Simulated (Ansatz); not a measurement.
# GaSb (I-4m2) in Ansatz: a series of runs, part 2 of 2

Ansatz 0.2.0. Earlier steps stand in the parts before.

### Step 4. Relaxation of cell and atoms, PBEsol

The input, input.yaml:

```yaml
crystal:
  lattice:
    - [-2.753434, 2.753434, 1.590707]
    - [2.753434, -2.753434, 1.590707]
    - [2.753434, 2.753434, -1.590707]
  atoms:
    - { symbol: Sb, position: [0.0, 0.0, 0.0] }
    - { symbol: Ga, position: [0.75, 0.25, 0.5] }
kpoints:
  mp_grid: { grid: [10, 10, 10] }
scf:
  occupations: { method: fermi_dirac, width: 0.05 }
hamiltonian:
  xc: pbesol
  pseudopotentials: { kind: all_electron, lapw: { basis_error: 0.001 } }
output:
  forces: true
  stress: true
relax:
  f_tol: 0.005
  max_steps: 60
  cell: {}
```

Potentials or basis: all-electron LAPW, scalar-relativistic.

Launch:

```
$ ansatz run input.yaml --threads 1 --pin off --max-ram 3072MiB --backend cpu --events-out ev --progress --plain --runs-dir out
```

Log:

```text
Warning: RAYON_NUM_THREADS=1 ignored (pool sized by the plan → 1); use --threads N
The last accepted step is kept in <dir> (removed where the run ends without a failure and the disk answers)
LAPW: plane waves up to 8.044 Å⁻¹, error target 1.0e-3 eV per atom; small_component_spin mean_spin; Ga in spheres of 1.364 Å, 21 of its electrons in bands, Dirac shells []; Sb in spheres of 1.416 Å, 23 of its electrons in bands, Dirac shells [] (how accurate: hamiltonian.pseudopotentials.lapw.basis_error, Limitations)
Engine: ansatz 0.2.0, aarch64-unknown-linux-gnu
Pseudopotentials: kind: all_electron
Pseudopotential: Sb, LAPW, valence charge 23, lapw/all_electron/scalar/gaussian/Sb, Koelling and Harmon's equation, gaussian nucleus
Pseudopotential: Ga, LAPW, valence charge 21, lapw/all_electron/scalar/gaussian/Ga, Koelling and Harmon's equation, gaussian nucleus
Functional definition: PBEsol
  exchange = pbesol_x
  correlation = pbesol_c
Crystal: 2 atoms, lattice volume = 48.239 Å³
Basis set: ecut = 246.5299995901305 eV, 409 PW (Γ), FFT grids on a1+a2, a2, a3, exchange–correlation at level 2
Bands: 27, of which v1, the nominal top of the filled ones, is band 22 counted from 1 (21 counted from 0)
Symmetry: 8 space group operations
Space group: I-4m2 (ITA 119), of the structure as read, at distance tolerance 3.6e-5 Å
k-points: 102 of 1000 (time reversal used)
Non-local potential: Sb, projectors of the file, none
Non-local potential: Ga, projectors of the file, none
Initial density: superposition of atomic densities (chi_scale 0.1, normalization cell, long waves kept (reshape's long-wave potential 0.00 eV rms))
Initial wavefunctions: plane waves of lowest kinetic energy (no species holds an atomic orbital)
Functional: x = pbesol(κ = 0.804, μ = 0.12345679012345678), c = pbesol(β = 0.046)
iter 1 solved again at ethr=1.17e-4 eV; its pass at ethr=1.00e-1 eV (dr2=5.14e-2 eV) is discarded
SCF iter   1: F=—  HF=-229151.854107 eV  |F-HF|=—  |Δ(HF+E_count)|=         —  Δρ=1.23e-2  dr2=5.20e-2  ethr=1.17e-4  ⟨swp⟩=3.0  Hψ=18470  notcnv=0
preconditioner: auto → Kerker (q_TF=auto, 2.687 Å⁻¹)  [metal: Δε(μ)=0.084 eV  Ē_g=14.888 eV  σ=0.050 eV  W_gap=0.35  n_scr=16 (ndim 8)  ℏωp=22.7 eV  f_vac=0.000  D(μ)=0.56/eV (n_scr^D=0)]
SCF iter   2: F=—  HF=-229151.822720 eV  |F-HF|=—  |Δ(HF+E_count)|=   3.14e-2  Δρ=7.83e-3  dr2=2.34e-2  ethr=1.17e-4  ⟨swp⟩=2.0  Hψ=8224  notcnv=0
SCF iter   3: F=—  HF=-229151.817842 eV  |F-HF|=—  |Δ(HF+E_count)|=   4.88e-3  Δρ=5.01e-3  dr2=1.01e-2  ethr=5.31e-5  ⟨swp⟩=2.0  Hψ=7813  notcnv=0
SCF iter   4: F=—  HF=-229151.816333 eV  |F-HF|=—  |Δ(HF+E_count)|=   1.51e-3  Δρ=1.78e-3  dr2=1.51e-3  ethr=2.29e-5  ⟨swp⟩=2.0  Hψ=7812  notcnv=0
[... 47 lines left out ...]
Basis set: ecut = 255.5266802121919 eV, 421 PW (Γ), FFT grids on a1+a2, a2, a3, exchange–correlation at level 2
iter 1 solved again at ethr=1.36e-10 eV; its pass at ethr=1.00e-1 eV (dr2=6.00e-8 eV) is discarded
SCF iter   1: F=—  HF=-229151.841272 eV  |F-HF|=—  |Δ(HF+E_count)|=         —  Δρ=9.57e-6  dr2=6.07e-8  ethr=1.36e-10  ⟨swp⟩=4.3  Hψ=18150  notcnv=0  reapply=18
preconditioner: auto → Kerker (q_TF=auto, 2.711 Å⁻¹)  [metal: Δε(μ)=0.021 eV  Ē_g=22.039 eV  σ=0.050 eV  W_gap=0.11  n_scr=16 (ndim 8)  ℏωp=29.1 eV  f_vac=0.000  D(μ)=0.42/eV (n_scr^D=0)]
SCF iter   2: F=-229151.841271 eV  HF=-229151.841271 eV  |F-HF|=1.25e-8  |Δ(HF+E_count)|=   1.15e-8  Δρ=6.77e-6  dr2=3.18e-8  ethr=1.36e-10  ⟨swp⟩=2.0  Hψ=7736  notcnv=0
SCF 5 converged in 2 iterations: F = -229151.841271 eV  dr2 = 3.18e-8
relax step   5: F+E_penalty+E_count = -229151.84127148 eV  Δ(F+E_penalty+E_count) = -6.092e-6 eV  max|allowed force component| = 7.806e-18 eV/Å  Δτ_max = 0.0000 Å  P = -0.004 GPa  Ω = 45.714 Å³  stress off target by 3.91e-2 GPa  SCF on the basis re-selected at this cell (its energy is not comparable with the rows above)  (2 SCF iters)
basis re-selected at this cell: Δ(F+E_penalty+E_count) = -6.092e-6 eV, ΔP = -0.000 GPa vs the last step (what re-selecting the basis moved, after the strain that the cell walked since its last selection, with what the two solves' SCF thresholds leave and, on support functions, any second-order correction that the steps lacked; it is no measure of the basis error at this ecutwfc). This SCF's stress stands 3.91e-2 GPa from its target on what of the cell is left free (relax.cell.stress_tol is 5.00e-2 GPa) and its largest allowed force component is 7.81e-18 eV/Å (relax.f_tol is 5.00e-3 eV/Å): within both
SCF converged after 2 iterations
Free energy (F): -229151.841271 eV
Harris-Foulkes:  -229151.841271 eV  (|F-HF|=1.25e-8)
Internal energy: -229151.837428 eV  (E = F + TS)
E sigma→0 (E₀):  -229151.839350 eV
Entropy (-TS):   -0.003843 eV (-1.922 meV/atom)
Fermi energy:    13.184488 eV
--- Per-component energies (eV) ---
  E_band       = -1620.237607
  E_kinetic    = 239670.096693
  E_xc         = -6585.561861
  E_electrostatic = -462236.372260  (all electrons and nuclei)
  E_smearing   = -0.003843  (= −TS)
  E_closure    = 0.000000  (closes the sum)
  E_atoms      = -229143.970572  (free atoms, spherical and without spin; not in F)
  Σ components = -229151.841271   (vs F -229151.841271, Δ=0.00e0)
  Basis errors (estimates in eV, not in F): energy 3.8e-4 per atom: plane waves 3.6e-4 (2.0e-4 summed), levels above the bands 9.7e-45, relativity 7.0e-9, radial functions 2.1e-5, core shells 1.8e-8; eigenvalues (radial functions only) 1.2e-6; not estimated: angular momenta, meshes, grids; target (lapw.basis_error) 1.0e-3; muffin-tin radii Ga 1.340 Å, Sb 1.391 Å
--- Forces (eV/Å), atoms counted from 1 ---
  atom   1  Sb    -0.00000000     0.00000000    -0.00000000
  atom   2  Ga     0.00000000     0.00000000     0.00000000
  max |Σ_I F_I| component: 5.20e-18 eV/Å
--- Stress (GPa, compression-positive) ---
        0.013482       0.000000       0.000000
        0.000000       0.013482       0.000000
        0.000000       0.000000      -0.039054
  P = ⅓ Tr σ = -0.0040 GPa (-0.040 kbar)
--- Relaxed structure (4 steps of the walk, 4 accepted, 1 SCFs on fresh bases) ---
  F+E_penalty+E_count = -229151.84127148 eV   max|allowed force component| = 7.806e-18 eV/Å   (the final SCF, on the basis selected at the relaxed cell)
  cell:  # Å, volume = 45.7141 Å³
    - [-2.7174716334254057, 2.7174716334254057, 1.5476037690158493]
    - [2.7174716334254057, -2.7174716334254057, 1.5476037690158493]
    - [2.7174716334254057, 2.7174716334254057, -1.5476037690158493]
  atoms:
    - { symbol: Sb, position: [1.4074627875923459e-34, 3.3091324975991224e-34, 2.2951186155254195e-34] }
    - { symbol: Ga, position: [0.7499999999999999, 0.25, 0.49999999999999994] }
```

Wall time 2.3 min (1 thread of Arm Neoverse V1, shared host); peak memory 0.44 GiB.

Results:

```
Free energy                            : -229151.8413 eV
Relaxed volume                         : 22.86 Å³/atom
Relaxed cell                           : a = 4.143 Å, b = 4.143 Å, c = 4.143 Å, α = 98.02°, β = 98.02°, γ = 136.13°
Space group after relaxing (to 0.05 Å) : I-4m2 (No. 119)
Energy gained by relaxing              : 12.5 meV/atom
Ionic steps                            : 5
Pressure after relaxing                : 0.0 GPa
```

Step by step:
```
step  energy change (eV)  largest force (eV/Å)  volume (Å³)
   1              0.0000                0.0000        48.24
   2             -0.0196                0.0000        44.60
   3             -0.0249                0.0000        45.83
   4             -0.0250                0.0000        45.71
   5             -0.0250                0.0000        45.71
```

Final structure:
```xyz
2
Lattice="-2.7175 2.7175 1.5476 2.7175 -2.7175 1.5476 2.7175 2.7175 -1.5476" Properties=species:S:1:pos:R:3 pbc="T T T"
Sb    0.0000    0.0000    0.0000
Ga    0.0000    2.7175    0.7738
```

The run has no spin-orbit coupling, so splittings on Sb are missing.

### Step 5. Relaxation of cell and atoms, RPBE

input.yaml: that of step 4 with these lines changed.

```diff
@@ -13,3 +13,3 @@
 hamiltonian:
-  xc: pbesol
+  xc: rpbe
   pseudopotentials: { kind: all_electron, lapw: { basis_error: 0.001 } }
```

Potentials or basis: all-electron LAPW, scalar-relativistic.

Launch:

```
$ ansatz run input.yaml --threads 1 --pin off --max-ram 3072MiB --backend cpu --events-out ev --progress --plain --runs-dir out
```

Log:

```text
Warning: RAYON_NUM_THREADS=1 ignored (pool sized by the plan → 1); use --threads N
The last accepted step is kept in <dir> (removed where the run ends without a failure and the disk answers)
LAPW: plane waves up to 8.037 Å⁻¹, error target 1.0e-3 eV per atom; small_component_spin mean_spin; Ga in spheres of 1.364 Å, 21 of its electrons in bands, Dirac shells []; Sb in spheres of 1.416 Å, 23 of its electrons in bands, Dirac shells [] (how accurate: hamiltonian.pseudopotentials.lapw.basis_error, Limitations)
Engine: ansatz 0.2.0, aarch64-unknown-linux-gnu
Pseudopotentials: kind: all_electron
Pseudopotential: Sb, LAPW, valence charge 23, lapw/all_electron/scalar/gaussian/Sb, Koelling and Harmon's equation, gaussian nucleus
Pseudopotential: Ga, LAPW, valence charge 21, lapw/all_electron/scalar/gaussian/Ga, Koelling and Harmon's equation, gaussian nucleus
Functional definition: RPBE
  parameter kappa = 0.804
  parameter beta = 0.06672455060314922
  exchange = rpbe_x(kappa = kappa, mu = beta*pi^2/3)
  correlation = pbe_c(beta = beta)
Crystal: 2 atoms, lattice volume = 48.239 Å³
Basis set: ecut = 246.12546785578178 eV, 409 PW (Γ), FFT grids on a1+a2, a2, a3, exchange–correlation at level 2
Bands: 27, of which v1, the nominal top of the filled ones, is band 22 counted from 1 (21 counted from 0)
Symmetry: 8 space group operations
Space group: I-4m2 (ITA 119), of the structure as read, at distance tolerance 3.6e-5 Å
k-points: 102 of 1000 (time reversal used)
Non-local potential: Sb, projectors of the file, none
Non-local potential: Ga, projectors of the file, none
Initial density: superposition of atomic densities (chi_scale 0.1, normalization cell, long waves kept (reshape's long-wave potential 0.00 eV rms))
Initial wavefunctions: plane waves of lowest kinetic energy (no species holds an atomic orbital)
Functional: x = rpbe, c = pbe(β = 0.06672455060314922)
iter 1 solved again at ethr=1.22e-4 eV; its pass at ethr=1.00e-1 eV (dr2=5.36e-2 eV) is discarded
SCF iter   1: F=—  HF=-229282.268649 eV  |F-HF|=—  |Δ(HF+E_count)|=         —  Δρ=1.23e-2  dr2=5.41e-2  ethr=1.22e-4  ⟨swp⟩=3.0  Hψ=18433  notcnv=0
preconditioner: auto → Kerker (q_TF=auto, 2.687 Å⁻¹)  [metal: Δε(μ)=0.089 eV  Ē_g=14.936 eV  σ=0.050 eV  W_gap=0.39  n_scr=16 (ndim 8)  ℏωp=22.7 eV  f_vac=0.000  D(μ)=0.59/eV (n_scr^D=0)]
SCF iter   2: F=—  HF=-229282.250747 eV  |F-HF|=—  |Δ(HF+E_count)|=   1.79e-2  Δρ=8.08e-3  dr2=2.50e-2  ethr=1.22e-4  ⟨swp⟩=2.0  Hψ=8272  notcnv=0
[... 50 lines left out ...]
Basis set: ecut = 240.94835105071306 eV, 421 PW (Γ), FFT grids on a1+a2, a2, a3, exchange–correlation at level 2
iter 1 solved again at ethr=4.93e-12 eV; its pass at ethr=1.00e-1 eV (dr2=2.17e-9 eV) is discarded
SCF iter   1: F=—  HF=-229282.261938 eV  |F-HF|=—  |Δ(HF+E_count)|=         —  Δρ=3.44e-6  dr2=1.72e-9  ethr=4.93e-12  ⟨swp⟩=5.4  Hψ=22252  notcnv=0  reapply=85
preconditioner: auto → Kerker (q_TF=auto, 2.673 Å⁻¹)  [metal: Δε(μ)=0.048 eV  Ē_g=15.097 eV  σ=0.050 eV  W_gap=0.23  n_scr=16 (ndim 8)  ℏωp=22.3 eV  f_vac=0.000  D(μ)=0.47/eV (n_scr^D=0)]
SCF iter   2: F=-229282.261938 eV  HF=-229282.261938 eV  |F-HF|=1.90e-8  |Δ(HF+E_count)|=   4.54e-8  Δρ=2.00e-6  dr2=9.53e-10  ethr=3.91e-12  ⟨swp⟩=2.9  Hψ=8104  notcnv=0
SCF 5 converged in 2 iterations: F = -229282.261938 eV  dr2 = 9.53e-10
relax step   5: F+E_penalty+E_count = -229282.26193783 eV  Δ(F+E_penalty+E_count) = -3.547e-7 eV  max|allowed force component| = 1.128e-17 eV/Å  Δτ_max = 0.0000 Å  P = -0.001 GPa  Ω = 49.802 Å³  stress off target by 1.54e-3 GPa  SCF on the basis re-selected at this cell (its energy is not comparable with the rows above)  (2 SCF iters)
basis re-selected at this cell: Δ(F+E_penalty+E_count) = -3.547e-7 eV, ΔP = +0.000 GPa vs the last step (what re-selecting the basis moved, after the strain that the cell walked since its last selection, with what the two solves' SCF thresholds leave and, on support functions, any second-order correction that the steps lacked; it is no measure of the basis error at this ecutwfc). This SCF's stress stands 1.54e-3 GPa from its target on what of the cell is left free (relax.cell.stress_tol is 5.00e-2 GPa) and its largest allowed force component is 1.13e-17 eV/Å (relax.f_tol is 5.00e-3 eV/Å): within both
SCF converged after 2 iterations
Free energy (F): -229282.261938 eV
Harris-Foulkes:  -229282.261938 eV  (|F-HF|=1.90e-8)
Internal energy: -229282.257548 eV  (E = F + TS)
E sigma→0 (E₀):  -229282.259743 eV
Entropy (-TS):   -0.004390 eV (-2.195 meV/atom)
Fermi energy:    11.966595 eV
--- Per-component energies (eV) ---
  E_band       = -1676.020072
  E_kinetic    = 239827.424848
  E_xc         = -6717.209579
  E_electrostatic = -462392.472818  (all electrons and nuclei)
  E_smearing   = -0.004390  (= −TS)
  E_closure    = 0.000000  (closes the sum)
  E_atoms      = -229276.009893  (free atoms, spherical and without spin; not in F)
  Σ components = -229282.261938   (vs F -229282.261938, Δ=0.00e0)
  Basis errors (estimates in eV, not in F): energy 3.6e-4 per atom: plane waves 3.3e-4 (1.8e-4 summed), levels above the bands 1.6e-45, relativity 6.4e-8, radial functions 3.3e-5, core shells 7.1e-9; eigenvalues (radial functions only) 1.1e-6; not estimated: angular momenta, meshes, grids; target (lapw.basis_error) 1.0e-3; muffin-tin radii Ga 1.379 Å, Sb 1.431 Å
--- Forces (eV/Å), atoms counted from 1 ---
  atom   1  Sb    -0.00000000     0.00000000     0.00000000
  atom   2  Ga     0.00000000     0.00000000     0.00000000
  max |Σ_I F_I| component: 5.20e-18 eV/Å
--- Stress (GPa, compression-positive) ---
       -0.001536       0.000000       0.000000
        0.000000      -0.001536       0.000000
        0.000000       0.000000      -0.000639
  P = ⅓ Tr σ = -0.0012 GPa (-0.012 kbar)
--- Relaxed structure (4 steps of the walk, 4 accepted, 1 SCFs on fresh bases) ---
  F+E_penalty+E_count = -229282.26193783 eV   max|allowed force component| = 1.128e-17 eV/Å   (the final SCF, on the basis selected at the relaxed cell)
  cell:  # Å, volume = 49.8022 Å³
    - [-2.7938662394225506, 2.7938662394225506, 1.5950606776219143]
    - [2.7938662394225506, -2.7938662394225506, 1.5950606776219143]
    - [2.7938662394225506, 2.7938662394225506, -1.5950606776219143]
  atoms:
    - { symbol: Sb, position: [2.893596569277233e-35, -7.055019912753619e-34, -9.792506092908457e-34] }
    - { symbol: Ga, position: [0.7499999999999999, 0.25, 0.5] }
```

It took 2.4 min on 1 thread of Arm Neoverse V1, shared host; peak memory 0.43 GiB.

Results:

```yaml
Free_energy: -229282.2619 eV
Relaxed_volume: 24.90 Å³/atom
Relaxed_cell: a = 4.261 Å, b = 4.261 Å, c = 4.261 Å, α = 98.06°, β = 98.06°, γ = 136.03°
Space_group_after_relaxing_to_0.05_Å: I-4m2 (No. 119)
Energy_gained_by_relaxing: 4.6 meV/atom
Ionic_steps: 5
Pressure_after_relaxing: 0.0 GPa
```

The path:
| step | energy change (eV) | largest force (eV/Å) | volume (Å³) |
| --- | --- | --- | --- |
| 1 | 0.0000 | 0.0000 | 48.24 |
| 2 | -0.0084 | 0.0000 | 50.33 |
| 3 | -0.0093 | 0.0000 | 49.86 |
| 4 | -0.0093 | 0.0000 | 49.80 |
| 5 | -0.0093 | 0.0000 | 49.80 |

Final structure:
```xyz
2
Lattice="-2.7939 2.7939 1.5951 2.7939 -2.7939 1.5951 2.7939 2.7939 -1.5951" Properties=species:S:1:pos:R:3 pbc="T T T"
Sb    0.0000    0.0000    0.0000
Ga    0.0000    2.7939    0.7975
```

Spin-orbit coupling is left out, which matters for the levels of Sb.

### Step 6. Relaxation of cell and atoms, revPBE

input.yaml: that of step 5 with these lines changed.

```diff
@@ -13,3 +13,3 @@
 hamiltonian:
-  xc: rpbe
+  xc: revpbe
   pseudopotentials: { kind: all_electron, lapw: { basis_error: 0.001 } }
```

Potentials or basis: all-electron LAPW, scalar-relativistic.

Launch:

```
$ ansatz run input.yaml --threads 1 --pin off --max-ram 3072MiB --backend cpu --events-out ev --progress --plain --runs-dir out
```

Wall time 2.2 min (1 thread of Arm Neoverse V1, shared host); peak memory 0.47 GiB.

The run converged. Its results:

* Free energy: -229278.1503 eV
* Relaxed volume: 24.69 Å³/atom
* Relaxed cell: a = 4.249 Å, b = 4.249 Å, c = 4.249 Å, α = 98.05°, β = 98.05°, γ = 136.03°
* Space group after relaxing (to 0.05 Å): I-4m2 (No. 119)
* Energy gained by relaxing: 2.8 meV/atom
* Ionic steps: 5
* Pressure after relaxing: 0.0 GPa

Step by step:
```tsv
step	energy change (eV)	largest force (eV/Å)	volume (Å³)
1	0.0000	0.0000	48.24
2	-0.0051	0.0000	49.78
3	-0.0057	0.0000	49.42
4	-0.0057	0.0000	49.38
5	-0.0057	0.0000	49.38
```

Final structure:
```
Sb Ga
1.0
    -2.78592    2.78592    1.59045
     2.78592   -2.78592    1.59045
     2.78592    2.78592   -1.59045
Sb Ga
1 1
Direct
  0.00000 0.00000 0.00000
  0.75000 0.25000 0.50000
```

### Step 7. Overview

| level | pressure (GPa) | relaxed volume (Å³/atom) |
| --- | --- | --- |
| LDA | 0.0 | 22.28 |
| PBE | 0.0 | 24.17 |
| PBEsol | 0.0 | 22.86 |
| RPBE | 0.0 | 24.90 |
| revPBE | 0.0 | 24.69 |

Alike in all rows: task relaxation of cell and atoms; potentials or basis all-electron LAPW, scalar-relativistic; no spin polarisation; cell relaxed; k mesh 10 × 10 × 10; smearing fermi-dirac 0.05 eV; basis error allowed 0.001 eV/atom.

Compare energies only between runs with the same functional and basis.
